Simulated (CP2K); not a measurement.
Runs of CP2K 2026.2 on CdS. It takes space group Fm-3m (No. 225, cubic). The conventional cell has a = 5.506 Å, b = 5.506 Å, c = 5.506 Å, α = 90.00°, β = 90.00°, γ = 90.00°. Cd (site symmetry m-3m) is surrounded by 6 S at 2.75 Å. S (site symmetry m-3m) has 6 Cd at 2.75 Å as nearest neighbours. Measurements of this composition are mostly on another form, of space group No. 186.

| potentials or basis | gap on the mesh (eV) | pressure (GPa) |
| --- | --- | --- |
| POTENTIAL_UZH Cd GTH-PBE0-q12, S GTH-PBE0-q6; DZVP-MOLOPT-SR-GTH basis | 0.49 | 1.1 |
| GTH_POTENTIALS Cd GTH-PBE-q12, S GTH-BLYP-q6; DZVP-MOLOPT-SR-GTH basis | 0.20 | 1.2 |
| GTH_POTENTIALS Cd GTH-PADE-q12, S GTH-PADE-q6; DZVP-MOLOPT-SR-GTH basis | 0.20 | (b) |
| POTENTIAL_UZH Cd GTH-SCAN-q12, S GTH-SCAN-q6; DZVP-MOLOPT-SR-GTH basis | 0.54 | 2.4 |
| GTH_POTENTIALS Cd GTH-PBE-q12, S GTH-PBE-q6; DZVP-MOLOPT-SR-GTH basis | (a) | 1.1 |

Alike in all rows: task atomic charges; level PBE; no spin polarisation; cell as given; k mesh 8 × 8 × 8; smearing fermi-dirac 0.05 eV.

Problem. Fill in the values left out.

Solution. (a) 0.21; (b) 0.0.

Caveats: the basis of atomic orbitals isn't converged, which shifts pressures, moduli and gaps; the potentials were made for another functional, which shifts forces and pressure (some runs).

A k mesh can miss the band edges, and the runs leave out spin-orbit coupling on Cd.
